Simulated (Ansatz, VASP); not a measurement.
One calculation of Y, two programs

Contents of INCAR:

```
SYSTEM = Y
PREC = Accurate
ENCUT = 520
EDIFF = 1E-6
ISMEAR = -1
SIGMA = 0.08
LREAL = .False.
LASPH = .True.
NELM = 60
ALGO = Normal
ISIF = 2
LWAVE = .False.
LCHARG = .True.
GGA = CA
LELF = .True.
LVHAR = .True.
NBANDS = 18
```

File KPOINTS:

```
regular mesh
0
Gamma
  12 12 7
  0 0 0
```

POSCAR

```
Y
1.0
    3.6756820560      0.0000000000      0.0000000000
   -1.8378410280      3.1832340367      0.0000000000
    0.0000000000      0.0000000000      5.7854633609
Y
2
Direct
    0.3333333333      0.6666666667      0.2500000000
    0.6666666667      0.3333333333      0.7500000000
```

Input for Ansatz:

```yaml
crystal:
  lattice:
    - [3.675682056, 0.0, 0.0]
    - [-1.837841028, 3.1832340367, 0.0]
    - [0.0, 0.0, 5.7854633609]
  atoms:
    - { symbol: "Y", position: [0.3333333333, 0.6666666667, 0.25] }
    - { symbol: "Y", position: [0.6666666667, 0.3333333333, 0.75] }
kpoints:
  mp_grid: { grid: [12, 12, 7] }
  band_path:
    path:
      - [0.0, 0.0, 0.0]
      - [0.5, 0.0, 0.0]
      - [0.3333333333, 0.3333333333, 0.0]
      - [0.0, 0.0, 0.0]
      - [0.0, 0.0, 0.5]
      - [0.5, 0.0, 0.5]
      - [0.3333333333, 0.3333333333, 0.5]
      - [0.0, 0.0, 0.5]
      - [0.5, 0.0, 0.5]
    npoints: 5
scf:
  occupations: { method: fermi_dirac, width: 0.08 }
hamiltonian:
  xc: lda
  pseudopotentials: { kind: all_electron, lapw: { basis_error: 0.00025 } }
output:
  forces: true
  stress: true
  eigenvalues: true
```

Change from the starting cell: volume scaled by 1.02.

Alike in both runs: task single point; functional LDA; k mesh 12 × 12 × 7; occupations fermi-dirac, width 0.08 eV; no spin polarisation.

|  | VASP | Ansatz |
| --- | --- | --- |
| version | VASP 6.6.1 | Ansatz 0.2.0 |
| potentials or method | VASP PAW LDA potentials, release 64 (Y_sv) | all-electron LAPW, scalar-relativistic |
| plane-wave cutoff (eV) | 520 | see its input |

Ansatz gave:

* pressure (GPa): -4.5
* largest component of the traceless stress (GPa): 0.40

Task: Which values does VASP return?

Result: Pressure (GPa): -4.6; largest component of the traceless stress (GPa): 0.39.

Ansatz ran all-electron here, so the differences hold the error of VASP's frozen core and of both bases.
